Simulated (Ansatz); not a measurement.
# HfN: the cost of one run

Computed with Ansatz 0.2.0 (DFT PBE, scalar-relativistic, plane waves, PAW, unless a step's input says otherwise).

## (1) The system as given

It takes space group Fm-3m (No. 225, cubic). The conventional cell has a = 4.512 Å, b = 4.512 Å, c = 4.512 Å, α = 90.00°, β = 90.00°, γ = 90.00°. Hf (site symmetry m-3m) has 6 N at 2.26 Å as nearest neighbours. Around N (site symmetry m-3m) lie 6 Hf at 2.26 Å.

Structure file:

```xyz
54
Lattice="0.0000 6.7680 6.7680 6.7680 0.0000 6.7680 6.7680 6.7680 0.0000" Properties=species:S:1:pos:R:3 pbc="T T T"
Hf    0.0000    0.0000    0.0000
Hf    2.2560    2.2560    0.0000
Hf    4.5120    4.5120    0.0000
Hf    2.2560    0.0000    2.2560
Hf    4.5120    2.2560    2.2560
Hf    6.7680    4.5120    2.2560
Hf    4.5120    0.0000    4.5120
Hf    6.7680    2.2560    4.5120
Hf    9.0240    4.5120    4.5120
Hf    0.0000    2.2560    2.2560
Hf    2.2560    4.5120    2.2560
Hf    4.5120    6.7680    2.2560
Hf    2.2560    2.2560    4.5120
Hf    4.5120    4.5120    4.5120
Hf    6.7680    6.7680    4.5120
Hf    4.5120    2.2560    6.7680
Hf    6.7680    4.5120    6.7680
Hf    9.0240    6.7680    6.7680
Hf    0.0000    4.5120    4.5120
Hf    2.2560    6.7680    4.5120
Hf    4.5120    9.0240    4.5120
Hf    2.2560    4.5120    6.7680
Hf    4.5120    6.7680    6.7680
Hf    6.7680    9.0240    6.7680
Hf    4.5120    4.5120    9.0240
Hf    6.7680    6.7680    9.0240
Hf    9.0240    9.0240    9.0240
N     2.2560    2.2560    2.2560
N     4.5120    4.5120    2.2560
N     6.7680    6.7680    2.2560
N     4.5120    2.2560    4.5120
N     6.7680    4.5120    4.5120
N     9.0240    6.7680    4.5120
N     6.7680    2.2560    6.7680
N     9.0240    4.5120    6.7680
N    11.2800    6.7680    6.7680
N     2.2560    4.5120    4.5120
N     4.5120    6.7680    4.5120
N     6.7680    9.0240    4.5120
N     4.5120    4.5120    6.7680
N     6.7680    6.7680    6.7680
N     9.0240    9.0240    6.7680
N     6.7680    4.5120    9.0240
N     9.0240    6.7680    9.0240
N    11.2800    9.0240    9.0240
N     2.2560    6.7680    6.7680
N     4.5120    9.0240    6.7680
N     6.7680   11.2800    6.7680
N     4.5120    6.7680    9.0240
N     6.7680    9.0240    9.0240
N     9.0240   11.2800    9.0240
N     6.7680    6.7680   11.2800
N     9.0240    9.0240   11.2800
N    11.2800   11.2800   11.2800
```

The runs take a perfect supercell of 54 atoms; the defect goes to fractional position (0.083, 0.083, 0.083).

## (2) The perfect supercell

The input, input.yaml:

```yaml
crystal:
  lattice:
    - [0.0, 6.768, 6.768]
    - [6.768, 0.0, 6.768]
    - [6.768, 6.768, 0.0]
  atoms:
    - { symbol: Hf, position: [0.0, 0.0, 0.0] }
    - { symbol: Hf, position: [0.0, 0.0, 0.333333] }
    - { symbol: Hf, position: [0.0, 0.0, 0.666667] }
    - { symbol: Hf, position: [0.0, 0.333333, 0.0] }
    - { symbol: Hf, position: [0.0, 0.333333, 0.333333] }
    - { symbol: Hf, position: [0.0, 0.333333, 0.666667] }
    - { symbol: Hf, position: [0.0, 0.666667, 0.0] }
    - { symbol: Hf, position: [0.0, 0.666667, 0.333333] }
    - { symbol: Hf, position: [0.0, 0.666667, 0.666667] }
    - { symbol: Hf, position: [0.333333, 0.0, 0.0] }
    - { symbol: Hf, position: [0.333333, 0.0, 0.333333] }
    - { symbol: Hf, position: [0.333333, 0.0, 0.666667] }
    - { symbol: Hf, position: [0.333333, 0.333333, 0.0] }
    - { symbol: Hf, position: [0.333333, 0.333333, 0.333333] }
    - { symbol: Hf, position: [0.333333, 0.333333, 0.666667] }
    - { symbol: Hf, position: [0.333333, 0.666667, 0.0] }
    - { symbol: Hf, position: [0.333333, 0.666667, 0.333333] }
    - { symbol: Hf, position: [0.333333, 0.666667, 0.666667] }
    - { symbol: Hf, position: [0.666667, 0.0, 0.0] }
    - { symbol: Hf, position: [0.666667, 0.0, 0.333333] }
    - { symbol: Hf, position: [0.666667, 0.0, 0.666667] }
    - { symbol: Hf, position: [0.666667, 0.333333, 0.0] }
    - { symbol: Hf, position: [0.666667, 0.333333, 0.333333] }
    - { symbol: Hf, position: [0.666667, 0.333333, 0.666667] }
    - { symbol: Hf, position: [0.666667, 0.666667, 0.0] }
    - { symbol: Hf, position: [0.666667, 0.666667, 0.333333] }
    - { symbol: Hf, position: [0.666667, 0.666667, 0.666667] }
    - { symbol: "N", position: [0.166667, 0.166667, 0.166667] }
    - { symbol: "N", position: [0.166667, 0.166667, 0.5] }
    - { symbol: "N", position: [0.166667, 0.166667, 0.833333] }
    - { symbol: "N", position: [0.166667, 0.5, 0.166667] }
    - { symbol: "N", position: [0.166667, 0.5, 0.5] }
    - { symbol: "N", position: [0.166667, 0.5, 0.833333] }
    - { symbol: "N", position: [0.166667, 0.833333, 0.166667] }
    - { symbol: "N", position: [0.166667, 0.833333, 0.5] }
    - { symbol: "N", position: [0.166667, 0.833333, 0.833333] }
    - { symbol: "N", position: [0.5, 0.166667, 0.166667] }
    - { symbol: "N", position: [0.5, 0.166667, 0.5] }
    - { symbol: "N", position: [0.5, 0.166667, 0.833333] }
    - { symbol: "N", position: [0.5, 0.5, 0.166667] }
    - { symbol: "N", position: [0.5, 0.5, 0.5] }
    - { symbol: "N", position: [0.5, 0.5, 0.833333] }
    - { symbol: "N", position: [0.5, 0.833333, 0.166667] }
    - { symbol: "N", position: [0.5, 0.833333, 0.5] }
    - { symbol: "N", position: [0.5, 0.833333, 0.833333] }
    - { symbol: "N", position: [0.833333, 0.166667, 0.166667] }
    - { symbol: "N", position: [0.833333, 0.166667, 0.5] }
    - { symbol: "N", position: [0.833333, 0.166667, 0.833333] }
    - { symbol: "N", position: [0.833333, 0.5, 0.166667] }
    - { symbol: "N", position: [0.833333, 0.5, 0.5] }
    - { symbol: "N", position: [0.833333, 0.5, 0.833333] }
    - { symbol: "N", position: [0.833333, 0.833333, 0.166667] }
    - { symbol: "N", position: [0.833333, 0.833333, 0.5] }
    - { symbol: "N", position: [0.833333, 0.833333, 0.833333] }
basis:
  ecutwfc: 420
  fft_grid_basis: typed
kpoints:
  mp_grid: { grid: [2, 2, 2] }
hamiltonian:
  xc: pbe
  pseudopotentials: { kind: paw }
scf:
  occupations: { method: gaussian, width: 0.05 }
output:
  forces: true
  stress: false
  eigenvalues: true
  bader: false
  write_density: true
  volumetric_format: npy
```

On the command line:

```sh
ansatz run input.yaml --threads 8 --pin off --max-ram 16384MiB --backend cpu --events-out ev --progress --plain --runs-dir out
```

Q: Estimate wall time and peak memory on 8 threads of Arm Neoverse N1, shared host.

About 20 s, with a peak of 4 GiB.
